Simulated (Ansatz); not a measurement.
# NbSn: the cost of one run

Method: reference: DFT PBE, plane waves, PAW, scalar-relativistic, no spin polarisation, in Ansatz 0.2.0.

### 1 The system as given

It takes space group I4_1/amd (No. 141, tetragonal). Conventional cell: a = 3.585 Å, b = 3.585 Å, c = 12.270 Å, α = 90.00°, β = 90.00°, γ = 90.00°. Around Nb (site symmetry -4m2) lie 4 Sn at 2.53 Å. Sn (site symmetry -4m2) is surrounded by 4 Nb at 2.53 Å.

Coordinates:

```
Nb Sn
1.0
     0.00000    3.58499    0.00000
     3.58499    0.00000    0.00000
     1.79250    1.79250   -6.13492
Nb Sn
2 2
Direct
  0.00000 0.00000 0.00000
  0.75000 0.25000 0.50000
  0.50000 0.50000 0.00000
  0.25000 0.75000 0.50000
```

### 2 The reference run

Input file input.yaml:

```yaml
crystal:
  lattice:
    - [0.0, 3.584993, 0.0]
    - [3.584993, 0.0, 0.0]
    - [1.792496, 1.792496, -6.13492]
  atoms:
    - { symbol: Nb, position: [0.0, 0.0, 0.0] }
    - { symbol: Nb, position: [0.75, 0.25, 0.5] }
    - { symbol: Sn, position: [0.5, 0.5, 0.0] }
    - { symbol: Sn, position: [0.25, 0.75, 0.5] }
  symmetry: { tolerance: 0.0003 }
kpoints:
  mp_grid: { grid: [5, 5, 5], shift: [0, 0, 0] }
magnetization:
  spin_polarized: false
scf:
  occupations: { method: fermi_dirac }
hamiltonian:
  pseudopotentials: { kind: paw }
  xc: pbe
basis:
  ecutwfc: 420
output:
  forces: true
  stress: true
  eigenvalues: true
```

Run with:

```bash
ansatz run input.yaml --threads 1 --pin off --max-ram 2560MiB --backend cpu --events-out ev --progress --plain --runs-dir out
```

What time and memory should one allow on 1 thread of AMD EPYC 7R43 (Zen 3), shared host?

About 4.7 s, with a peak of 0.41 GiB.
